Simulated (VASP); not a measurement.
# ZrC (Fm-3m) in VASP: notebook

The runs below take ZrC through single point, with PBE.

Program: VASP 6.6.1. These are calculated values, not measurements. Logs are shortened: lines on timing, memory, paths and dates and some standing lists are left out, and cuts for length are marked.

### 1 Starting point

Symmetry: Fm-3m, No. 225, cubic system. Conventional cell: a = 4.730 Å, b = 4.730 Å, c = 4.730 Å, α = 90.00°, β = 90.00°, γ = 90.00°. Zr (site symmetry m-3m) is surrounded by 6 C at 2.37 Å. C (site symmetry m-3m) has 6 Zr at 2.37 Å as nearest neighbours.

### 2 Single point, PBE

File INCAR:

```
PREC     = Accurate       # precision mode
ENCUT    = 520            # plane-wave cutoff, eV
EDIFF    = 1E-6           # SCF threshold, eV
ISMEAR   = -1             # smearing method
SIGMA    = 0.05           # smearing width, eV
LREAL    = False          # projectors in reciprocal space
LASPH    = True           # aspherical terms in the spheres
NELM     = 80             # most SCF steps
ALGO     = Fast           # electronic algorithm
ISIF     = 2              # what is computed and relaxed
LWAVE    = False          # write WAVECAR
LCHARG   = False          # write CHGCAR
GGA      = PE             # functional
NBANDS   = 15             # bands
```

File KPOINTS:

```
Automatic mesh
0
Gamma
  8 8 8
```

File POSCAR:

```
ZrC
1.0
    0.0000000000      2.3650000000      2.3650000000
    2.3650000000      0.0000000000      2.3650000000
    2.3650000000      2.3650000000      0.0000000000
Zr C
1 1
Direct
    0.5000000000      0.5000000000      0.5000000000
    0.0000000000      0.0000000000      0.0000000000
```

Potentials or basis: VASP PAW PBE potentials, release 64 (Zr_sv, C).

Launch:

```console
$ cat potpaw_PBE.64/Zr_sv/POTCAR potpaw_PBE.64/C/POTCAR > POTCAR
$ mpirun -np 1 vasp_std > vasp.out
```

OUTCAR:

```text
PREC = Accurate
   ENCUT = 520
   EDIFF = 1E-6
   ISMEAR = -1
   LREAL = False
   LASPH = True
   NELM = 80
   ISIF = 2
   GGA = PE

 ion  position               nearest neighbor table
   1  0.500  0.500  0.500-   2 2.37   2 2.37   2 2.37   2 2.37   2 2.37   2 2.37
   2  0.000  0.000  0.000-   1 2.37   1 2.37   1 2.37   1 2.37   1 2.37   1 2.37

  LATTYP: Found a face centered cubic cell.
 ALAT       =     4.7300000000

  Lattice vectors:

 A1 = (   0.0000000000,   2.3650000000,   2.3650000000)
 A2 = (   2.3650000000,   0.0000000000,   2.3650000000)
 A3 = (   2.3650000000,   2.3650000000,   0.0000000000)

Analysis of symmetry for initial positions (statically):
=====================================================================
 Subroutine PRICEL returns:
 Original cell was already a primitive cell.

 Routine SETGRP: Setting up the symmetry group for a
 face centered cubic supercell.

 Subroutine GETGRP returns: Found 48 space group operations
 (whereof 48 operations were pure point group operations)
 out of a pool of 48 trial point group operations.

The static configuration has the point symmetry O_h .

Analysis of symmetry for dynamics (positions and initial velocities):
=====================================================================
 Subroutine PRICEL returns:
 Original cell was already a primitive cell.

 Routine SETGRP: Setting up the symmetry group for a
 face centered cubic supercell.

 Subroutine GETGRP returns: Found 48 space group operations
 (whereof 48 operations were pure point group operations)
 out of a pool of 48 trial point group operations.

The dynamic configuration has the point symmetry O_h .

 Subroutine INISYM returns: Found 48 space group operations
 (whereof 48 operations are pure point group operations),
 and found     1 'primitive' translations

----------------------------------------------------------------------------------------

                                     Primitive cell

  volume of cell :      26.4560

  direct lattice vectors                    reciprocal lattice vectors
     0.000000000  2.365000000  2.365000000    -0.211416490  0.211416490  0.211416490
     2.365000000  0.000000000  2.365000000     0.211416490 -0.211416490  0.211416490
     2.365000000  2.365000000  0.000000000     0.211416490  0.211416490 -0.211416490

  length of vectors
     3.344615075  3.344615075  3.344615075     0.366184103  0.366184103  0.366184103

  position of ions in fractional coordinates (direct lattice)
     0.500000000  0.500000000  0.500000000
     0.000000000  0.000000000  0.000000000

  ion indices of the primitive-cell ions
   primitive index   ion index
                 1           1
                 2           2

----------------------------------------------------------------------------------------

 KPOINTS: Automatic mesh

Automatic generation of k-mesh.
 Grid dimensions read from file:
 generate k-points for:    8    8    8

 Generating k-lattice:

  Cartesian coordinates                     Fractional coordinates (reciprocal lattice)
    -0.026427061  0.026427061  0.026427061     0.125000000  0.000000000  0.000000000
     0.026427061 -0.026427061  0.026427061     0.000000000  0.125000000  0.000000000
     0.026427061  0.026427061 -0.026427061     0.000000000  0.000000000  0.125000000

  Length of vectors
     0.045773013  0.045773013  0.045773013

  Shift w.r.t. Gamma in fractional coordinates (k-lattice)
     0.000000000  0.000000000  0.000000000

 Subroutine IBZKPT returns following result:
 ===========================================

 Found     29 irreducible k-points:

 Following reciprocal coordinates:
            Coordinates               Weight
  0.000000  0.000000  0.000000      1.000000
  0.125000  0.000000  0.000000      8.000000
  0.250000  0.000000  0.000000      8.000000
  0.375000  0.000000  0.000000      8.000000
  0.500000  0.000000  0.000000      4.000000
  0.125000  0.125000  0.000000      6.000000
[... 16 lines left out ...]
  0.500000  0.250000  0.125000     48.000000
 -0.375000  0.250000  0.125000     24.000000
 [... further k-points ...]
   k-points           NKPTS =     29   k-points in BZ     NKDIM =     29   number of bands    NBANDS=     15
   number of dos      NEDOS =    301   number of ions     NIONS =      2
   total plane-waves  NPLWV =  21952
   dimension x,y,z NGX =    28 NGY =   28 NGZ =   28
   dimension x,y,z NGXF=    56 NGYF=   56 NGZF=   56
   ions per type =               1   1
   NGX,Y,Z   is equivalent  to a cutoff of  13.92, 13.92, 13.92 a.u.
   NGXF,Y,Z  is equivalent  to a cutoff of  27.84, 27.84, 27.84 a.u.
 SYSTEM =  unknown system
   PREC   = accura    normal or accurate (medium, high low for compatibility)
   ISTART =      0    job   : 0-new  1-cont  2-samecut
   ICHARG =      2    charge: 1-file 2-atom 10-const
   ISPIN  =      1    spin polarized calculation?
   LNONCOLLINEAR =      F non collinear calculations
   LSORBIT =      F    spin-orbit coupling
   LASPH  =      T    aspherical Exc in radial PAW
   ENCUT  =  520.0 eV  38.22 Ry    6.18 a.u.   6.22  6.22  6.22*2*pi/ulx,y,z
   NELM   =     80;   NELMIN=  2; NELMDL= -5     # of ELM steps
   EDIFF  = 0.1E-05   stopping-criterion for ELM
   LREAL  =      F    real-space projection
   EDIFFG = 0.1E-04   stopping-criterion for IOM
   NSW    =      0    number of steps for IOM
   IBRION =     -1    ionic relax: 0-MD 1-quasi-New 2-CG
   NFREE  =      0    steps in history (QN), initial steepest desc. (CG)
   ISIF   =      2    stress and relaxation
   ISYM   =      2    0-nonsym 1-usesym 2-fastsym
   POTIM  = 0.5000    time-step for ionic-motion
   TEBEG  =    0.0;   TEEND  =   0.0 temperature during run
   PSTRESS=    0.0 pullay stress
   NELECT =      16.0000    total number of electrons
   NUPDOWN=      -1.0000    fix difference up-down
   EMIN   =  10.00;   EMAX   =-10.00  energy-range for DOS
   EFERMI =   0.00;   METHOD = LEGACY
   ISMEAR =    -1;   SIGMA  =   0.05  broadening in eV -4-tet -1-fermi 0-gaus
   EFERMI_NEDOS =   21; number of points for ismear=-14 and -15
   IALGO  =     68    algorithm
   IMIX   =      4    mixing-type and parameters
     AMIX     =   0.40;   BMIX     =  1.00
     AMIX_MAG =   1.60;   BMIX_MAG =  1.00
  volume/ion in A,a.u.               =      13.23        89.27
  Fermi-wavevector in a.u.,A,eV,Ry     =   1.384439  2.616209 26.077880  1.916670
  Thomas-Fermi vector in A             =   2.508943
   LORBIT       =      0    0 simple, 1 ext, 2 COOP (PROOUT), +10 PAW based schemes
   GGA     = PE    functional components
   LHFCALC =     F    Hartree Fock is set to
   AEXX    =    0.0000 exact exchange contribution
   IVDW    =     0    specifies the selected vdW correction
   LEPSILON=     F    determine dielectric tensor
   LRPA    =     F    only Hartree local field effects (RPA)
 non-spin polarized calculation
 RMM-DIIS sequential band-by-band and
  energy-cutoff  :      520.00
  volume of cell :       26.46
 maximum number of plane-waves:       725
 NGX is ok and might be reduce to    28
   NGX = 13   NGY = 13   NGZ = 13

 number of electron      16.0000000 magnetization

 Free energy of the ion-electron system (eV)
  ---------------------------------------------------
  ext. energy  EPLUGINS =         0.00000000
  ---------------------------------------------------
  free energy    TOTEN  =       -19.45809187 eV

  energy without entropy =      -19.45519803  energy(sigma->0) =      -19.45664495

 E-fermi :   9.3529     XC(G=0): -12.0403

 val. band max:        9.3496060797   @ k =   0.1250   0.1250   0.0000
 cond. band min:       9.4398563741   @ k =   0.5000   0.5000   0.0000
 fundamental gap:      0.0902502944
 Fermi energy:         9.3529242826

 k-point     1 :       0.0000    0.0000    0.0000
  band No.  band energies     occupation
      1     -38.7810      2.00000
      2     -16.5032      2.00000
      3     -16.5032      2.00000
      4     -16.5032      2.00000
      5      -1.8405      2.00000
      6      10.3297      0.00000
      7      10.3297      0.00000
      8      10.3297      0.00000
      9      10.4845      0.00000
     10      10.4845      0.00000
     11      10.4845      0.00000
     12      12.1554      0.00000
     13      12.1554      0.00000
     14      16.4939      0.00000
     15      19.8262      0.00000

 k-point     2 :       0.1250    0.0000    0.0000
  band No.  band energies     occupation
      1     -38.7675      2.00000
      2     -16.6275      2.00000
      3     -16.5143      2.00000
      4     -16.5143      2.00000
      5      -1.5036      2.00000
      6       8.6556      2.00000
      7       9.0281      1.99699
      8       9.0281      1.99699
      9      10.9751      0.00000
     10      10.9751      0.00000
     11      11.4279      0.00000
     12      13.6764      0.00000
     13      13.6764      0.00000
     14      17.1983      0.00000
     15      20.7195      0.00000

 k-point     3 :       0.2500    0.0000    0.0000
  band No.  band energies     occupation
      1     -38.7347      2.00000
      2     -16.9157      2.00000
      3     -16.5408      2.00000
      4     -16.5408      2.00000
      5      -0.6181      2.00000
      6       6.6930      2.00000
      7       7.6794      2.00000
      8       7.6794      2.00000
      9      11.9191      0.00000
     10      11.9191      0.00000
     11      12.1400      0.00000
     12      16.0411      0.00000
     13      16.0411      0.00000
     14      18.2696      0.00000
     15      22.3532      0.00000
[... 343 lines left out ...]
 k-point    23 :       0.5000    0.2500    0.1250
  band No.  band energies     occupation
      1     -38.6837      2.00000
      2     -17.1143      2.00000
      3     -16.7633      2.00000
      4     -16.6230      2.00000
      5       0.2814      2.00000
      6       5.4232      2.00000
      7       6.9971      2.00000
      8       7.3021      2.00000
      9      11.6599      0.00000
     10      13.9183      0.00000
     11      14.3564      0.00000
     12      15.9061      0.00000
     13      17.9845      0.00000
     14      19.9121      0.00000
     15      22.8791      0.00000

 k-point    24 :      -0.3750    0.2500    0.1250
  band No.  band energies     occupation
      1     -38.6726      2.00000
      2     -17.1768      2.00000
      3     -16.7831      2.00000
      4     -16.6468      2.00000
      5       0.5165      2.00000
      6       5.1930      2.00000
      7       6.9038      2.00000
      8       7.0416      2.00000
      9      12.7182      0.00000
     10      13.1330      0.00000
     11      14.5434      0.00000
     12      17.2324      0.00000
     13      17.9811      0.00000
     14      19.4961      0.00000
     15      22.8714      0.00000

 [... further k-points ...]

------------------------ aborting loop because EDIFF is reached ----------------------------------------

  FORCE on cell =-STRESS in cart. coord.  units (eV):
  Direction    XX          YY          ZZ          XY          YZ          ZX
  --------------------------------------------------------------------------------------
  -------------------------------------------------------------------------------------
  Total       -0.4462452     -0.4462452     -0.4462452     -0.0000000     -0.0000000      0.0000000
  in kB      -27.0246907    -27.0246907    -27.0246907     -0.0000000     -0.0000000      0.0000000
  external PRESSURE =     -27.0246907 kB  Pullay stress =       0.0000000 kB

 VOLUME and BASIS-vectors are now :
 -----------------------------------------------------------------------------
  energy-cutoff  :      520.00
  volume of cell :       26.46
      direct lattice vectors                 reciprocal lattice vectors
     0.000000000  2.365000000  2.365000000    -0.211416490  0.211416490  0.211416490
     2.365000000  0.000000000  2.365000000     0.211416490 -0.211416490  0.211416490
     2.365000000  2.365000000  0.000000000     0.211416490  0.211416490 -0.211416490

 POSITION                                       TOTAL-FORCE (eV/Angst)
 -----------------------------------------------------------------------------------
      2.36500      2.36500      2.36500        -0.000000     -0.000000      0.000000
      0.00000      0.00000      0.00000         0.000000      0.000000      0.000000
 -----------------------------------------------------------------------------------
    total drift:                                0.000000      0.000000      0.000000

  FREE ENERGIE OF THE ION-ELECTRON SYSTEM (eV)
  ---------------------------------------------------
  free  energy   TOTEN  =       -19.4580918685 eV

  energy  without entropy=      -19.4551980280  energy(sigma->0) =      -19.45664495
```

Run time: 13 s. Hardware: 1 thread of Intel Xeon Platinum 8488C (Sapphire Rapids), shared host; peak memory 0.15 GiB.

What came out:

| Quantity | Value |
| --- | --- |
| Free energy | -19.4581 eV |
| Pressure | -2.7 GPa |
| Band gap on the k mesh | none (metal or under the smearing width) |

Levels at points of the mesh, in eV from the Fermi level:
```csv
k point,band 6,band 7,band 8,band 9,band 10,band 11
"(0.00, 0.00, 0.00)",0.98,0.98,0.98,1.13,1.13,1.13
"(0.50, 0.00, 0.00)",-5.18,-2.82,-2.82,4.44,4.44,5.26
"(0.50, 0.50, 0.00)",-2.04,-1.66,0.09,0.09,4.40,5.57
```

### 3 Single point, PBE

This run uses another cell than the first one, of 14.29 Å³/atom, 1.080 times its volume.

File INCAR:

```
SYSTEM = ZrC
ALGO     = Normal         ! electronic algorithm
EDIFF    = 1E-6           ! SCF threshold, eV
ENCUT    = 520            ! plane-wave cutoff, eV
GGA      = PE             ! functional
ISIF     = 2              ! what is computed and relaxed
ISMEAR   = -1             ! smearing method
LASPH    = .TRUE.         ! aspherical terms in the spheres
LCHARG   = .FALSE.        ! write CHGCAR
LREAL    = .FALSE.        ! projectors in reciprocal space
LWAVE    = .FALSE.        ! write WAVECAR
NBANDS   = 15             ! bands
NELM     = 80             ! most SCF steps
PREC     = Accurate       ! precision mode
SIGMA    = 0.05           ! smearing width, eV
```

File KPOINTS:

```
k-points
0
G
  8 8 8
  0 0 0
```

File POSCAR:

```
ZrC
1.0
    0.0000000000      2.4264558683      2.4264558683
    2.4264558683      0.0000000000      2.4264558683
    2.4264558683      2.4264558683      0.0000000000
Zr C
1 1
Direct
    0.5000000000      0.5000000000      0.5000000000
    0.0000000000      0.0000000000      0.0000000000
```

Potentials or basis: VASP PAW PBE potentials, release 64 (Zr_sv, C).

Launch:

```console
$ cat potpaw_PBE.64/Zr_sv/POTCAR potpaw_PBE.64/C/POTCAR > POTCAR
$ mpirun -np 1 vasp_std > vasp.out
```

Wall time 9.1 s (1 thread of Intel Xeon Platinum 8488C (Sapphire Rapids), shared host); peak memory 0.16 GiB.

It converged, with:

| Quantity | Value |
| --- | --- |
| Free energy | -19.3259 eV |
| Pressure | -16.5 GPa |
| Band gap on the k mesh | none (metal or under the smearing width) |

Levels at points of the mesh, in eV from the Fermi level:
| k point | band 6 | band 7 | band 8 | band 9 | band 10 | band 11 |
| --- | --- | --- | --- | --- | --- | --- |
| (0.00, 0.00, 0.00) | 0.96 | 0.96 | 0.96 | 1.09 | 1.09 | 1.09 |
| (0.50, 0.00, 0.00) | -4.88 | -2.58 | -2.58 | 4.05 | 4.05 | 4.80 |
| (0.50, 0.50, 0.00) | -2.12 | -1.43 | 0.03 | 0.03 | 4.00 | 5.04 |

Caveat: so large a pressure means that the cell lies far from this level's equilibrium, or that cutoff or potentials fall short.

### 4 Single point, PBE

This run uses another cell than the first one, of 14.82 Å³/atom, 1.120 times its volume.

File INCAR:

```
SYSTEM = ZrC
PREC     = Accurate       ! precision mode
ENCUT    = 520            ! plane-wave cutoff, eV
EDIFF    = 1E-6           ! SCF threshold, eV
ISMEAR   = -1             ! smearing method
SIGMA    = 0.05           ! smearing width, eV
LREAL    = .False.        ! projectors in reciprocal space
LASPH    = .True.         ! aspherical terms in the spheres
NELM     = 100            ! most SCF steps
ALGO     = Normal         ! electronic algorithm
ISIF     = 2              ! what is computed and relaxed
LWAVE    = .False.        ! write WAVECAR
LCHARG   = .False.        ! write CHGCAR
GGA      = PE             ! functional
NBANDS   = 15             ! bands
```

File KPOINTS:

```
Automatic mesh
0
Gamma
  8 8 8
  0 0 0
```

File POSCAR:

```
ZrC
1.0
    0.0000000000      2.4560497102      2.4560497102
    2.4560497102      0.0000000000      2.4560497102
    2.4560497102      2.4560497102      0.0000000000
Zr C
1 1
Direct
    0.5000000000      0.5000000000      0.5000000000
    0.0000000000      0.0000000000      0.0000000000
```

Launch:

```console
$ cat potpaw_PBE.64/Zr_sv/POTCAR potpaw_PBE.64/C/POTCAR > POTCAR
$ mpirun -np 1 vasp_std > vasp.out
```

It took 9.1 s on 1 thread of Intel Xeon Platinum 8488C (Sapphire Rapids), shared host; peak memory 0.16 GiB.

The run converged. Its results:

```
Free energy            : -19.2000 eV
Pressure               : -21.6 GPa
Band gap on the k mesh : none (metal or under the smearing width)
```

Levels at points of the mesh, in eV from the Fermi level:
```csv
k point,band 6,band 7,band 8,band 9,band 10,band 11
"(0.00, 0.00, 0.00)",0.95,0.95,0.95,1.07,1.07,1.07
"(0.50, 0.00, 0.00)",-4.74,-2.48,-2.48,3.87,3.87,4.59
"(0.50, 0.50, 0.00)",-2.13,-1.34,0.01,0.01,3.82,4.80
```

Caveat: so large a pressure means that the cell lies far from this level's equilibrium, or that cutoff or potentials fall short.

### 5 Summary

```csv
cell,gap on the mesh (eV),pressure (GPa)
"Fm-3m, 13.23 Å³/atom",none,-2.7
"Fm-3m, 14.29 Å³/atom",none,-16.5
"Fm-3m, 14.82 Å³/atom",none,-21.6
```

Alike in all rows: task single point; level PBE; potentials or basis VASP PAW PBE potentials, release 64 (Zr_sv, C); no spin polarisation; k mesh 8 × 8 × 8; cutoff (eV) 520; smearing fermi-dirac 0.05 eV.

Every run on the cell as given and a fine mesh finds a metal.

Caveats: so large a pressure means that the cell lies far from this level's equilibrium, or that cutoff or potentials fall short (some runs).

Absolute energies hang on the potentials; compare differences alone.
